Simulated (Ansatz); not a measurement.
CdSe4 polymorphs, one row open

These are results of DFT PBE, scalar-relativistic, plane waves, PAW (Ansatz 0.2.0), not measurements. Settings: cutoff 420 eV, Γ-centred meshes spaced at most about 0.3 Å⁻¹, and about 0.25 Å⁻¹ or finer for metals (2π included), Gaussian smearing. No spin polarisation.

All energies are static (0 K, no zero-point motion). Rows are sorted by volume; energies count from the lowest form computed. Coordination counts Se atoms around Cd (those within 1.25 times the shortest such distance or 1.15 times the sum of covalent radii, 1.27 where that leaves under three; a plus sign parts nearer from farther groups). The table shows 7 of 10 forms computed.

```
row    form    source  atoms  coordination  V (Å³/atom)  gap on mesh (eV)  ΔE (meV/atom)
  1   P-3m1  invented      5          Cd 6         23.5                 0            166
  2   P-43m  invented      5          Cd 4         26.0                 0            571
  3  I4/mmm  invented      5          Cd 8         27.3                 0            125
  4   Pm-3m  invented      5          Cd 6         27.7                 0            863
  5  I4/mmm  invented      5          Cd 8         27.8                 0              ?
  6  P2_1/c  invented     10        Cd 2+2         29.9              0.68              0
  7    I4/m  invented      5          Cd 4         30.3                 0             61
```

The cell of row 5:

```yaml
crystal:
  lattice:
    - [-2.52501, 2.52501, 5.45508]
    - [2.52501, -2.52501, 5.45508]
    - [2.52501, 2.52501, -5.45508]
  atoms:
    - { symbol: Cd, position: [0.50000, 0.50000, 0.00000] }
    - { symbol: Se, position: [0.35403, 0.85403, 0.50000] }
    - { symbol: Se, position: [0.85403, 0.35403, 0.50000] }
    - { symbol: Se, position: [0.64597, 0.14597, 0.50000] }
    - { symbol: Se, position: [0.14597, 0.64597, 0.50000] }
```

Question: Estimate the missing energy, and say where the row ranks.

Answer: 109 meV/atom, which puts it above row 7 and below row 3. Counting Se atoms around Cd, row 5 has Cd 8 and the lowest form (row 6) has Cd 2+2. Row 5 holds Se–Se pairs (shortest 2.27 Å); the lowest form (row 6) holds Se–Se units of three or more atoms (shortest 2.37 Å).

An observed structure of this formula, if there is one, may be missing.

The k mesh leaves some 4 meV/atom of noise in the energy of each metallic cell. Kohn–Sham gaps at this level usually fall short of measured ones. Cells relaxed within their symmetry can be saddle points. Some structure types and database cells were kept out of the candidates from the start, so a known form may be missing.

The energy order follows neither the coordination of Cd nor the volume: the two eightfold forms lie below both sixfold ones, while the fourfold forms stand at 61 and 571 meV/atom. Selenium bonding probably matters more. With cadmium as a divalent cation, its filled d shell largely inert, each CdSe4 unit has two electrons to place on four Se atoms. A chain-like tetraselenide dianion takes them up with every Se–Se link a single bond and all shells closed, which fits the gap and the 2.37 Å contact of the P2_1/c form.

In row 5 the same charge is spread over two separate pairs, about one electron each. This leaves their π* levels partly filled, in line with both the shorter 2.27 Å bond and the missing gap. Its 109 meV/atom then suggests the cost of giving up longer selenium units, which eightfold contact with Cd does not repay.

The ranking holds among CdSe4 forms only and does not show that any of them would resist decomposition into CdSe and elemental selenium.
